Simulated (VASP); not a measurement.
Runs of VASP 6.6.1 on SnSe2. It takes space group Fm-3m (No. 225, cubic). Conventional cell: a = 6.814 Å, b = 6.814 Å, c = 6.814 Å, α = 90.00°, β = 90.00°, γ = 90.00°. Around Sn (site symmetry m-3m) lie 8 Se at 2.95 Å. Se (site symmetry -43m) has 4 Sn at 2.95 Å as nearest neighbours. The cell was built by a generator and needn't be a form met in nature.

```csv
task,level,cell,k mesh,cutoff (eV),exchange at q = 0,grid for exact exchange (PRECFOCK),screening parameter,mesh quality,gap on the mesh (eV),pressure (GPa)
single point,PBE,"Fm-3m, 26.36 Å³/atom",6 × 6 × 6,520,-,-,-,not flagged,none,1.6
single point,PBE,"Fm-3m, 27.27 Å³/atom",6 × 6 × 6,520,-,-,-,not flagged,none,0.0
single point,r2SCAN,"Fm-3m, 26.36 Å³/atom",6 × 6 × 6,520,-,-,-,not flagged,none,0.0
relaxation of cell and atoms,PBE,relaxed,6 × 6 × 6,600,-,-,-,not flagged,none,0.0
single point,HSE06,"Fm-3m, 26.36 Å³/atom",4 × 4 × 4,520,truncated,Normal,0.2079 1/A,coarse,none,(a)
```

Alike in all rows: potentials or basis VASP PAW PBE potentials, release 64 (Sn_d, Se); no spin polarisation; smearing fermi-dirac 0.02 eV.

**Question.** Fill in the values left out.

**Answer.** (a) -1.2.

Caveats: some runs use coarse meshes; the PAW data sets were made with another functional, which shifts forces and pressure a little (some runs); the volume moved by over 15 % at a fixed basis, so the end points are rough (some runs).

A k mesh can miss the band edges, and the runs leave out spin-orbit coupling on Se, Sn.

A gap of «none» marks a metal or a gap under the smearing width.
